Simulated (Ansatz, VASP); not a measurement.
# Two plane-wave programs on WC

Contents of INCAR:

```
ALGO     = Fast           # electronic algorithm
EDIFF    = 1E-6           # SCF threshold, eV
ENCUT    = 520            # plane-wave cutoff, eV
GGA      = PS             # functional
ISIF     = 2              # what is computed and relaxed
ISMEAR   = 0              # smearing method
LASPH    = T              # aspherical terms in the spheres
LCHARG   = T              # write CHGCAR
LELF     = T              # ELF
LREAL    = F              # projectors in reciprocal space
LVHAR    = T            
LWAVE    = F              # write WAVECAR
NBANDS   = 16             # bands
NELM     = 100            # most SCF steps
PREC     = Accurate       # precision mode
SIGMA    = 0.15           # smearing width, eV
```

Contents of KPOINTS:

```
k-points
0
Gamma
  18 18 18
```

Contents of POSCAR:

```
WC
1.0
    0.0000000000      2.1926840000      2.1926840000
    2.1104583500      0.0000000000      2.1926840000
    2.1104583500      2.1926840000      0.0000000000
W C
1 1
Direct
    0.0000000000      0.0000000000      0.0000000000
    0.5000000000      0.5000000000      0.5000000000
```

Input for Ansatz:

```yaml
crystal:
  lattice:
    - [0.0, 2.192684, 2.192684]
    - [2.11045835, 0.0, 2.192684]
    - [2.11045835, 2.192684, 0.0]
  atoms:
    - { symbol: W, position: [0.0, 0.0, 0.0] }
    - { symbol: C, position: [0.5, 0.5, 0.5] }
basis:
  ecutwfc: 420
kpoints:
  mp_grid: { grid: [18, 18, 18] }
hamiltonian:
  xc: pbesol
scf:
  occupations: { method: gaussian, width: 0.15 }
output:
  forces: true
  stress: true
  eigenvalues: true
```

Change from the starting cell: strain -0.0375 x Voigt [1, 0, 0, 0, 0, 0], atoms carried along.

Alike in both runs: task single point; functional PBEsol; k mesh 18 × 18 × 18; occupations gaussian, width 0.15 eV; no spin polarisation.

```csv
,VASP,Ansatz
version,VASP 6.6.1,Ansatz 0.2.0
potentials or method,"VASP PAW PBE potentials, release 64 (W_sv, C)","scalar-relativistic, plane waves, PAW"
plane-wave cutoff (eV),520,420
valence electrons in the cell,18,18
```

```tsv
	VASP	Ansatz	Ansatz less VASP
gap on the k mesh at the Fermi level (eV)	none	none	-
pressure (GPa)	6.8	5.6	-1.23
largest component of the traceless stress (GPa)	18.41	18.29	-0.118
```

A gap of «none» marks a metal or a gap that the smearing closes. With one functional, cell and mesh, what is left measures potentials, basis and numerics.

Caveats: the PAW data sets were made with another functional, which shifts forces and pressure a little (VASP). Spin-orbit coupling is left out, which matters for the levels of W.
